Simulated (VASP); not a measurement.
The system is SiGe.

```
Ge Si
1.0
     0.00000    2.77225    2.77225
     2.77225    0.00000    2.77225
     5.54450    5.54450    0.00000
Ge Si
2 2
Cartesian
  0.0000 0.0000 0.0000
  1.3861 1.3861 1.3861
  2.7723 2.7723 0.0000
  4.1584 4.1584 1.3861
```

The cell comes from a database or a generator and needn't be the stable form of this composition.

* Program: VASP 6.6.1
* Task: relaxation of cell and atoms
* Functional: PBEsol
* Potentials or basis: VASP PAW PBE potentials, release 64 (Ge, Si)
* Cutoff: 580 eV
* k mesh: 12 × 12 × 12
* Occupations: gaussian, width 0.02 eV
* Spin: no spin polarisation

At the start: pressure 0.9 GPa; volume 21.31 Å³/atom.

**Question.** How do energy, volume and symmetry change on relaxing?

**Answer.** Over 7 steps the energy falls by 7.4 meV/atom and the volume is 21.50 Å³/atom (+0.9 %); space group R-3m (No. 166, to 0.05 Å).

Step by step:
```
step  energy change (eV)  largest force (eV/Å)  pressure (GPa)  volume (Å³)
   1              0.0000                0.4381            0.89        85.22
   2             -0.0250                0.1517           -0.60        86.69
   3             -0.0256                0.1067           -0.84        86.95
   4             -0.0295                0.0352            0.18        85.80
   5             -0.0297                0.0124            0.00        85.99
   6             -0.0297                0.0139           -0.01        86.01
   7             -0.0297                0.0043           -0.01        86.00
```

Final structure:
```
Ge Si
1.0
     0.00000    2.78000    2.78000
     2.78000    0.00000    2.78000
     5.56281    5.56281   -0.00282
Ge Si
2 2
Cartesian
  5.5439 5.5439 0.0161
  1.4092 1.4092 1.3708
  5.5796 5.5796 5.5404
  4.1536 4.1536 1.4064
```

Caveat: the PAW data sets were made with another functional, which shifts forces and pressure a little.
